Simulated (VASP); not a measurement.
# Si (P6/mmm) in VASP: further runs

The runs below take Si through relaxation of cell and atoms, with optB88-vdW, vdW-DF-cx.

Everything below comes from runs of VASP 6.6.1. Logs are shortened: lines on timing, memory, paths and dates and some standing lists are left out, and cuts for length are marked.

## (1) The structure

Symmetry: P6/mmm, No. 191, hexagonal system. The conventional cell has a = 2.621 Å, b = 2.621 Å, c = 2.466 Å, α = 90.00°, β = 90.00°, γ = 120.00°. Si (site symmetry 6/mmm) is surrounded by 8 Si at 2.47 to 2.62 Å.

This isn't the form of Si at room conditions, which is diamond.

## (2) Relaxation of cell and atoms, optB88-vdW

Input file INCAR:

```
  AGGAC = 0.0
  ALGO = Normal
  EDIFF = 1E-6
  EDIFFG = -0.02
  ENCUT = 600
  GGA = BO
  IBRION = 2
  ISIF = 3
  ISMEAR = -1
  LASPH = True
  LCHARG = False
  LREAL = False
  LUSE_VDW = True
  LWAVE = False
  NELM = 60
  NSW = 40
  PARAM1 = 0.1833333333
  PARAM2 = 0.22
  PREC = Accurate
  SIGMA = 0.05
```

Input file KPOINTS:

```
k-points
0
Gamma
  12 12 11
```

Input file POSCAR:

```
Si
1.0
    2.6205428149      0.0000000000      0.0000000000
   -1.3102714075      2.2694566494      0.0000000000
    0.0000000000      0.0000000000      2.4663543900
Si
1
Direct
    0.0000000000      0.0000000000      0.0000000000
```

Potentials or basis: VASP PAW PBE potentials, release 64 (Si).

Run with:

```sh
$ cat potpaw_PBE.64/Si/POTCAR > POTCAR
$ mpirun -np 1 vasp_std > vasp.out
```

OUTCAR:

```text
EDIFF = 1E-6
   EDIFFG = -0.02
   ENCUT = 600
   GGA = BO
   IBRION = 2
   ISIF = 3
   ISMEAR = -1
   LASPH = True
   LREAL = False
   NELM = 60
   NSW = 40
   PREC = Accurate

 ion  position               nearest neighbor table
   1  0.000  0.000  0.000-

  LATTYP: Found a hexagonal cell.
 ALAT       =     2.6205428149
 C/A-ratio  =     0.9411616463

  Lattice vectors:

 A1 = (   2.6205428149,   0.0000000000,   0.0000000000)
 A2 = (  -1.3102714075,   2.2694566494,   0.0000000000)
 A3 = (   0.0000000000,   0.0000000000,   2.4663543900)

Analysis of symmetry for initial positions (statically):
=====================================================================
 Subroutine PRICEL returns:
 Original cell was already a primitive cell.

 Routine SETGRP: Setting up the symmetry group for a
 hexagonal supercell.

 Subroutine GETGRP returns: Found 24 space group operations
 (whereof 24 operations were pure point group operations)
 out of a pool of 24 trial point group operations.

The static configuration has the point symmetry D_6h.

Analysis of symmetry for dynamics (positions and initial velocities):
=====================================================================
 Subroutine PRICEL returns:
 Original cell was already a primitive cell.

 Routine SETGRP: Setting up the symmetry group for a
 hexagonal supercell.

 Subroutine GETGRP returns: Found 24 space group operations
 (whereof 24 operations were pure point group operations)
 out of a pool of 24 trial point group operations.

The dynamic configuration has the point symmetry D_6h.

 Subroutine INISYM returns: Found 24 space group operations
 (whereof 24 operations are pure point group operations),
 and found     1 'primitive' translations

----------------------------------------------------------------------------------------

                                     Primitive cell

  volume of cell :      14.6679

  direct lattice vectors                    reciprocal lattice vectors
     2.620542815  0.000000000  0.000000000     0.381600329  0.220317053  0.000000000
    -1.310271407  2.269456649  0.000000000     0.000000000  0.440634105  0.000000000
     0.000000000  0.000000000  2.466354390     0.000000000  0.000000000  0.405456736

  length of vectors
     2.620542815  2.620542815  2.466354390     0.440634105  0.440634105  0.405456736

  position of ions in fractional coordinates (direct lattice)
     0.000000000  0.000000000  0.000000000

  ion indices of the primitive-cell ions
   primitive index   ion index
                 1           1

----------------------------------------------------------------------------------------

 KPOINTS: k-points

Automatic generation of k-mesh.
 Grid dimensions read from file:
 generate k-points for:   12   12   11

 Generating k-lattice:

  Cartesian coordinates                     Fractional coordinates (reciprocal lattice)
     0.031800027  0.018359754  0.000000000     0.083333333  0.000000000  0.000000000
     0.000000000  0.036719509  0.000000000     0.000000000  0.083333333  0.000000000
     0.000000000  0.000000000  0.036859703     0.000000000  0.000000000  0.090909091

  Length of vectors
     0.036719509  0.036719509  0.036859703

  Shift w.r.t. Gamma in fractional coordinates (k-lattice)
     0.000000000  0.000000000  0.000000000

 Subroutine IBZKPT returns following result:
 ===========================================

 Found    114 irreducible k-points:

 Following reciprocal coordinates:
            Coordinates               Weight
  0.000000  0.000000  0.000000      1.000000
  0.083333  0.000000  0.000000      6.000000
  0.166667  0.000000  0.000000      6.000000
  0.250000  0.000000  0.000000      6.000000
  0.333333  0.000000  0.000000      6.000000
  0.416667  0.000000  0.000000      6.000000
[... 16 lines left out ...]
  0.250000  0.000000  0.090909     12.000000
  0.333333  0.000000  0.090909     12.000000
 [... further k-points ...]
   k-points           NKPTS =    114   k-points in BZ     NKDIM =    114   number of bands    NBANDS=      6
   number of dos      NEDOS =    301   number of ions     NIONS =      1
   total plane-waves  NPLWV =  11520
   dimension x,y,z NGX =    24 NGY =   24 NGZ =   20
   dimension x,y,z NGXF=    48 NGYF=   48 NGZF=   40
   ions per type =               1
   NGX,Y,Z   is equivalent  to a cutoff of  15.23, 15.23, 13.48 a.u.
   NGXF,Y,Z  is equivalent  to a cutoff of  30.45, 30.45, 26.96 a.u.
 SYSTEM =  unknown system
   PREC   = accura    normal or accurate (medium, high low for compatibility)
   ISTART =      0    job   : 0-new  1-cont  2-samecut
   ICHARG =      2    charge: 1-file 2-atom 10-const
   ISPIN  =      1    spin polarized calculation?
   LNONCOLLINEAR =      F non collinear calculations
   LSORBIT =      F    spin-orbit coupling
   LASPH  =      T    aspherical Exc in radial PAW
   ENCUT  =  600.0 eV  44.10 Ry    6.64 a.u.   5.23  5.23  4.93*2*pi/ulx,y,z
   NELM   =     60;   NELMIN=  2; NELMDL= -5     # of ELM steps
   EDIFF  = 0.1E-05   stopping-criterion for ELM
   LREAL  =      F    real-space projection
   EDIFFG = -.2E-01   stopping-criterion for IOM
   NSW    =     40    number of steps for IOM
   IBRION =      2    ionic relax: 0-MD 1-quasi-New 2-CG
   NFREE  =      1    steps in history (QN), initial steepest desc. (CG)
   ISIF   =      3    stress and relaxation
   ISYM   =      2    0-nonsym 1-usesym 2-fastsym
   POTIM  = 0.5000    time-step for ionic-motion
   TEBEG  =    0.0;   TEEND  =   0.0 temperature during run
   PSTRESS=    0.0 pullay stress
   NELECT =       4.0000    total number of electrons
   NUPDOWN=      -1.0000    fix difference up-down
   EMIN   =  10.00;   EMAX   =-10.00  energy-range for DOS
   EFERMI =   0.00;   METHOD = LEGACY
   ISMEAR =    -1;   SIGMA  =   0.05  broadening in eV -4-tet -1-fermi 0-gaus
   EFERMI_NEDOS =   21; number of points for ismear=-14 and -15
   IALGO  =     38    algorithm
   IMIX   =      4    mixing-type and parameters
     AMIX     =   0.40;   BMIX     =  1.00
     AMIX_MAG =   1.60;   BMIX_MAG =  1.00
  volume/ion in A,a.u.               =      14.67        98.98
  Fermi-wavevector in a.u.,A,eV,Ry     =   1.061627  2.006184 15.334472  1.127052
  Thomas-Fermi vector in A             =   2.197050
   LORBIT       =      0    0 simple, 1 ext, 2 COOP (PROOUT), +10 PAW based schemes
   GGA     = BO    functional components
   LHFCALC =     F    Hartree Fock is set to
   AEXX    =    0.0000 exact exchange contribution
   IVDW_NL    =     1    kernel type
   BPARAM     = 6.3000
   IVDW    =     0    specifies the selected vdW correction
   LEPSILON=     F    determine dielectric tensor
   LRPA    =     F    only Hartree local field effects (RPA)
 conjugate gradient relaxation of ions
 non-spin polarized calculation
  energy-cutoff  :      600.00
  volume of cell :       14.67
 maximum number of plane-waves:       501
 NGX is ok and might be reduce to    24
   NGX = 11   NGY = 11   NGZ =  9

--------------------------------------- Ionic step        1  -------------------------------------------

 number of electron       4.0000000 magnetization

 Free energy of the ion-electron system (eV)
  ---------------------------------------------------
  ext. energy  EPLUGINS =         0.00000000
  ---------------------------------------------------
  free energy    TOTEN  =        -3.73512735 eV

  energy without entropy =       -3.73203256  energy(sigma->0) =       -3.73357995

------------------------ aborting loop because EDIFF is reached ----------------------------------------

  FORCE on cell =-STRESS in cart. coord.  units (eV):
  Direction    XX          YY          ZZ          XY          YZ          ZX
  --------------------------------------------------------------------------------------
  -------------------------------------------------------------------------------------
  Total        0.4630850      0.4630850      0.7390136     -0.0000000     -0.0000000      0.0000000
  in kB       50.5827716     50.5827716     80.7224568     -0.0000000     -0.0000000      0.0000000
  external PRESSURE =      60.6293333 kB  Pullay stress =       0.0000000 kB

 VOLUME and BASIS-vectors are now :
 -----------------------------------------------------------------------------
  energy-cutoff  :      600.00
  volume of cell :       14.67
      direct lattice vectors                 reciprocal lattice vectors
     2.620542815  0.000000000  0.000000000     0.381600329  0.220317053  0.000000000
    -1.310271407  2.269456649  0.000000000     0.000000000  0.440634105  0.000000000
     0.000000000  0.000000000  2.466354390     0.000000000  0.000000000  0.405456736
[... 81 lines left out ...]
  FREE ENERGIE OF THE ION-ELECTRON SYSTEM (eV)
  ---------------------------------------------------
  free  energy   TOTEN  =        -3.7505078617 eV

  energy  without entropy=       -3.7478732226  energy(sigma->0) =       -3.74919054

Total vdW correction in eV:      0.3892321

--------------------------------------- Ionic step        4  -------------------------------------------

 number of electron       4.0000000 magnetization

 Free energy of the ion-electron system (eV)
  ---------------------------------------------------
  ext. energy  EPLUGINS =         0.00000000
  ---------------------------------------------------
  free energy    TOTEN  =        -3.75061763 eV

  energy without entropy =       -3.74773558  energy(sigma->0) =       -3.74917660

 E-fermi :   8.8958     XC(G=0): -10.7425

 val. band max:        8.8652244476   @ k =   0.3333   0.2500   0.3636
 cond. band min:       9.0056756453   @ k =   0.2500   0.0833   0.1818
 fundamental gap:      0.1404511976
 Fermi energy:         8.8957636467

 k-point     1 :       0.0000    0.0000    0.0000
  band No.  band energies     occupation
      1      -4.6748      2.00000
      2      16.3642      0.00000
      3      16.3885      0.00000
      4      18.6704      0.00000
      5      18.6704      0.00000
      6      21.1218      0.00000

 k-point     2 :       0.0833    0.0000    0.0000
  band No.  band energies     occupation
      1      -4.4872      2.00000
      2      15.4585      0.00000
      3      16.5459      0.00000
      4      17.7234      0.00000
      5      17.9583      0.00000
      6      21.0044      0.00000
[... 181 lines left out ...]
 k-point    23 :       0.2500    0.0000    0.0909
  band No.  band energies     occupation
      1      -2.8126      2.00000
      2       9.9976      0.00000
      3      14.7938      0.00000
      4      15.4399      0.00000
      5      18.1857      0.00000
      6      23.4427      0.00000

 k-point    24 :       0.3333    0.0000    0.0909
  band No.  band energies     occupation
      1      -1.5225      2.00000
      2       7.1688      2.00000
      3      14.6398      0.00000
      4      15.2175      0.00000
      5      18.0287      0.00000
      6      24.4961      0.00000

 [... further k-points ...]
[... 5 lines left out ...]
  --------------------------------------------------------------------------------------
  -------------------------------------------------------------------------------------
  Total       -0.0112534     -0.0112534      0.0194589      0.0000000     -0.0000000      0.0000000
  in kB       -1.1625530     -1.1625530      2.0102250      0.0000000     -0.0000000      0.0000000
  external PRESSURE =      -0.1049603 kB  Pullay stress =       0.0000000 kB

 VOLUME and BASIS-vectors are now :
 -----------------------------------------------------------------------------
  energy-cutoff  :      600.00
  volume of cell :       15.51
      direct lattice vectors                 reciprocal lattice vectors
     2.665565598 -0.000000000 -0.000000000     0.375154902  0.216595783  0.000000000
    -1.332782799  2.308447524 -0.000000000     0.000000000  0.433191567  0.000000000
     0.000000000 -0.000000000  2.520424631     0.000000000  0.000000000  0.396758541

 POSITION                                       TOTAL-FORCE (eV/Angst)
 -----------------------------------------------------------------------------------
      0.00000      0.00000      0.00000        -0.000000      0.000000      0.000000
 -----------------------------------------------------------------------------------
    total drift:                                0.000000      0.000000     -0.000000

  FREE ENERGIE OF THE ION-ELECTRON SYSTEM (eV)
  ---------------------------------------------------
  free  energy   TOTEN  =        -3.7506176267 eV

  energy  without entropy=       -3.7477355795  energy(sigma->0) =       -3.74917660

Total vdW correction in eV:      0.3898958

 reached required accuracy - stopping structural energy minimisation
```

Wall time 35 s (1 thread of AMD EPYC 9R45 (Zen 5), shared host); peak memory 0.21 GiB.

Results:

```yaml
Free_energy: -3.7506 eV
Relaxed_volume: 15.51 Å³/atom
Relaxed_cell: a = 2.666 Å, b = 2.666 Å, c = 2.520 Å, α = 90.00°, β = 90.00°, γ = 120.00°
Space_group_after_relaxing_to_0.05_Å: P6/mmm (No. 191)
Energy_gained_by_relaxing: 15.5 meV/atom
Ionic_steps: 4
Pressure_after_relaxing: 0.0 GPa
Band_gap_on_the_k_mesh: none (metal or under the smearing width)
```

Step by step:
| step | energy change (eV) | largest force (eV/Å) | pressure (GPa) | volume (Å³) |
| --- | --- | --- | --- | --- |
| 1 | 0.0000 | 0.0000 | 6.06 | 14.67 |
| 2 | -0.0122 | 0.0000 | -2.16 | 15.88 |
| 3 | -0.0154 | 0.0000 | 0.11 | 15.48 |
| 4 | -0.0155 | 0.0000 | -0.01 | 15.51 |

Final structure:
```
Si
1.0
     2.66557    0.00000    0.00000
    -1.33278    2.30845    0.00000
     0.00000    0.00000    2.52042
Si
1
Direct
  0.00000 0.00000 0.00000
```

Caveat: the PAW data sets were made with another functional, which shifts forces and pressure a little.

## (3) Relaxation of cell and atoms, vdW-DF-cx

INCAR: that of step 2 with these lines changed.

```diff
@@ -5,3 +5,3 @@
   ENCUT = 600
-  GGA = BO
+  GGA = CX
   IBRION = 2
@@ -16,4 +16,2 @@
   NSW = 40
-  PARAM1 = 0.1833333333
-  PARAM2 = 0.22
   PREC = Accurate
```

KPOINTS is that of step 2.

POSCAR is that of step 2.

Potentials or basis: VASP PAW PBE potentials, release 64 (Si).

Run with:

```sh
$ cat potpaw_PBE.64/Si/POTCAR > POTCAR
$ mpirun -np 1 vasp_std > vasp.out
```

OUTCAR:

```text
EDIFF = 1E-6
   EDIFFG = -0.02
   ENCUT = 600
   GGA = CX
   IBRION = 2
   ISIF = 3
   ISMEAR = -1
   LASPH = True
   LREAL = False
   NELM = 60
   NSW = 40
   PREC = Accurate

 ion  position               nearest neighbor table
   1  0.000  0.000  0.000-

  LATTYP: Found a hexagonal cell.
 ALAT       =     2.6205428149
 C/A-ratio  =     0.9411616463

  Lattice vectors:

 A1 = (   2.6205428149,   0.0000000000,   0.0000000000)
 A2 = (  -1.3102714075,   2.2694566494,   0.0000000000)
 A3 = (   0.0000000000,   0.0000000000,   2.4663543900)

Analysis of symmetry for initial positions (statically):
=====================================================================
[... 249 lines left out ...]

 Free energy of the ion-electron system (eV)
  ---------------------------------------------------
  ext. energy  EPLUGINS =         0.00000000
  ---------------------------------------------------
  free energy    TOTEN  =        -4.13407533 eV

  energy without entropy =       -4.13161653  energy(sigma->0) =       -4.13284593

 E-fermi :   9.3813     XC(G=0): -10.9896

 val. band max:        9.3191827476   @ k =   0.3333   0.2500   0.4545
 cond. band min:       9.5371210106   @ k =   0.4167   0.1667   0.0000
 fundamental gap:      0.2179382629
 Fermi energy:         9.3812940945

 k-point     1 :       0.0000    0.0000    0.0000
  band No.  band energies     occupation
      1      -4.5194      2.00000
      2      16.7910      0.00000
      3      16.9845      0.00000
      4      19.7799      0.00000
      5      19.7799      0.00000
      6      21.7269      0.00000
[... 199 lines left out ...]
 k-point    24 :       0.3333    0.0000    0.0909
  band No.  band energies     occupation
      1      -1.2634      2.00000
      2       7.6548      2.00000
      3      15.4384      0.00000
      4      15.7066      0.00000
      5      18.6739      0.00000
      6      25.2254      0.00000

 [... further k-points ...]
[... 5 lines left out ...]
  --------------------------------------------------------------------------------------
  -------------------------------------------------------------------------------------
  Total        0.0106023      0.0106023     -0.0060572     -0.0000000      0.0000000      0.0000000
  in kB        1.1355775      1.1355775     -0.6487645     -0.0000000      0.0000000      0.0000000
  external PRESSURE =       0.5407968 kB  Pullay stress =       0.0000000 kB
[... 20 lines left out ...]
  energy  without entropy=       -4.1316165264  energy(sigma->0) =       -4.13284593

Total vdW correction in eV:      0.3674842

 reached required accuracy - stopping structural energy minimisation
```

OSZICAR:

```text
N       E                     dE             d eps       ncg     rms          rms(c)
DAV:   1     0.379849862171E+00    0.37985E+00   -0.19064E+03  1446   0.576E+02
DAV:   2    -0.408546259615E+01   -0.44653E+01   -0.41207E+01  1908   0.470E+01
[... 16 lines left out ...]
   2 F= -.41326334E+01 E0= -.41314568E+01  d E =-.200899E-02
       N       E                     dE             d eps       ncg     rms          rms(c)
DAV:   1    -0.413480743415E+01   -0.21738E-02   -0.37820E-02  1578   0.110E+00    0.144E-01
DAV:   2    -0.413432933936E+01    0.47809E-03   -0.10887E-03  1590   0.253E-01    0.991E-02
DAV:   3    -0.413407501682E+01    0.25432E-03   -0.57531E-04  1722   0.132E-01    0.140E-02
DAV:   4    -0.413407544036E+01   -0.42354E-06   -0.17657E-05  1452   0.345E-02    0.153E-02
DAV:   5    -0.413407533308E+01    0.10728E-06   -0.93193E-07   990   0.645E-03
   3 F= -.41340753E+01 E0= -.41328459E+01  d E =-.345093E-02
```

CONTCAR:

```text
Si
   1.00000000000000
     2.6286095611816180   -0.0000000000001777    0.0000000000000000
    -1.3143047806411168    2.2764426566057780   -0.0000000000000000
     0.0000000000000000    0.0000000000000000    2.4998300387759809
  Si
     1
Direct
     0.0000000000000000    1.0000000000000000    1.0000000000000000

  0.00000000E+00  0.00000000E+00  0.00000000E+00
```

Wall time 29 s (1 thread of AMD EPYC 9R45 (Zen 5), shared host); peak memory 0.22 GiB.

Results:

| Property | Result |
| --- | --- |
| Free energy | -4.1341 eV |
| Relaxed volume | 14.96 Å³/atom |
| Relaxed cell | a = 2.629 Å, b = 2.629 Å, c = 2.500 Å, α = 90.00°, β = 90.00°, γ = 120.00° |
| Space group after relaxing (to 0.05 Å) | P6/mmm (No. 191) |
| Energy gained by relaxing | 3.5 meV/atom |
| Ionic steps | 3 |
| Pressure after relaxing | 0.1 GPa |
| Band gap on the k mesh | none (metal or under the smearing width) |

Step by step:
```csv
step,energy change (eV),largest force (eV/Å),pressure (GPa),volume (Å³)
1,0.0000,0.0000,2.47,14.67
2,-0.0020,0.0000,-1.39,15.15
3,-0.0035,0.0000,0.05,14.96
```

Final structure:
```
Si
1.0
     2.62861    0.00000    0.00000
    -1.31430    2.27644    0.00000
     0.00000    0.00000    2.49983
Si
1
Direct
  0.00000 0.00000 0.00000
```

Caveat: the PAW data sets were made with another functional, which shifts forces and pressure a little.
